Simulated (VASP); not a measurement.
## VASP 6.6.1 run: BeTe

INCAR

```
LWAVE = .FALSE.
IBRION = -1
ISMEAR = -1
LCHARG = .FALSE.
EDIFF = 1E-7
NBANDS = 11
LASPH = .TRUE.
PREC = Accurate
SIGMA = 0.02
NSW = 0
ISIF = 2
LREAL = .FALSE.
NELM = 68
MAXMIX = 40
GGA = PE
ENCUT = 520
```

KPOINTS

```
KPOINTS created by Atomic Simulation Environment
0
Gamma
8 8 8
0 0 0
```

POSCAR

```
Be Te
 1.0000000000000000
     0.0000000000000000    2.8144805042000001    2.8144805042000001
     2.8144805042000001    0.0000000000000000    2.8144805042000001
     2.8144805042000001    2.8144805042000001    0.0000000000000000
 Be  Te
   1   1
Cartesian
  0.0000000000000000  0.0000000000000000  0.0000000000000000
  1.4072402521000000  1.4072402521000000  1.4072402521000000
```

The recommended PBE PAW datasets give the neutral cell 8 valence electrons.

Command

```
mpirun -np 1 vasp_std
```

Question: How does this run end, and what does it give?

Answer: It converged. Results: gap between bands v and c on the k mesh 1.97 eV; least direct gap on the k mesh 3.61 eV; pressure 1.2 GPa. Band v is the last that the valence electrons fill when counted band by band, and c is the next.

OSZICAR

```
N       E                     dE             d eps       ncg     rms          rms(c)
DAV:   1     0.210229730517E+02    0.21023E+02   -0.32502E+03   638   0.579E+02
DAV:   2    -0.650233174163E+01   -0.27525E+02   -0.26423E+02   811   0.941E+01
DAV:   3    -0.774136202354E+01   -0.12390E+01   -0.12370E+01   841   0.212E+01
DAV:   4    -0.775534222748E+01   -0.13980E-01   -0.13978E-01   786   0.250E+00
DAV:   5    -0.775558296712E+01   -0.24074E-03   -0.24073E-03   820   0.306E-01    0.414E+00
DAV:   6    -0.765109537415E+01    0.10449E+00   -0.12406E-01   746   0.142E+00    0.248E+00
DAV:   7    -0.761995307276E+01    0.31142E-01   -0.10293E-01   757   0.140E+00    0.485E-01
DAV:   8    -0.762061179360E+01   -0.65872E-03   -0.62784E-03   722   0.457E-01    0.793E-02
DAV:   9    -0.762086191000E+01   -0.25012E-03   -0.33132E-04   759   0.107E-01    0.314E-02
DAV:  10    -0.762092614410E+01   -0.64234E-04   -0.80799E-05   720   0.464E-02    0.160E-02
DAV:  11    -0.762092796918E+01   -0.18251E-05   -0.23670E-06   823   0.902E-03    0.115E-02
DAV:  12    -0.762093035596E+01   -0.23868E-05   -0.51972E-06   686   0.132E-02    0.768E-03
DAV:  13    -0.762093044121E+01   -0.85253E-07   -0.37451E-08   796   0.143E-03
   1 F= -.76209304E+01 E0= -.76209304E+01  d E =-.361332E-10
```

For comparison, a separate PBE run of the intended cell, on usual settings and not on those above, gives a gap of 1.97 eV on its mesh and a pressure of 1.2 GPa.
